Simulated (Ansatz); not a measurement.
Crystal: PbS.

```xyz
2
Lattice="2.1127 1.2197 3.4519 -2.1127 1.2197 3.4519 0.0000 -2.4395 3.4519" Properties=species:S:1:pos:R:3 pbc="T T T"
Pb    0.0000    0.0000   10.1545
S     0.0000    0.0000    4.9193
```

The cell is a database's computed one.

| Property | Result |
| --- | --- |
| Program | Ansatz 0.2.0 |
| Task | relaxation of cell and atoms |
| Functional | PBEsol |
| Dispersion | D3(BJ) |
| Potentials or basis | Ansatz PAW |
| Cutoff | 420 eV (not typed: the program's choice for these potentials) |
| k mesh | 8 × 8 × 8 |
| Occupations | fermi-dirac, width 0.05 eV |
| Spin | no spin polarisation |

At the start: volume 26.69 Å³/atom.

Q: Where does the relaxation end?

A: It ends after 6 steps and the volume is 24.78 Å³/atom (-7.2 %); space group Fm-3m (No. 225, to 0.05 Å).

Step by step:
```csv
step,energy change (eV),largest force (eV/Å),volume (Å³)
1,0.0000,0.0065,53.37
2,-0.0353,0.0580,47.64
3,-0.0510,0.0312,49.79
4,-0.0514,0.0280,49.59
5,-0.0519,0.0018,49.55
6,-0.0516,0.0018,49.55
```

Final structure:
```
Pb S
1.0
     2.06133    1.19011    3.36639
    -2.06133    1.19011    3.36639
     0.00000   -2.38022    3.36639
Pb S
1 1
Direct
  0.97792 0.97792 0.97792
  0.47768 0.47768 0.47768
```

Caveat: the plane-wave basis is chosen anew once the cell has moved, so the energies of steps on either side of that aren't comparable; the PAW data sets come from PBE, with cores solved anew for the run's functional, which leaves a small shift of forces and pressure.
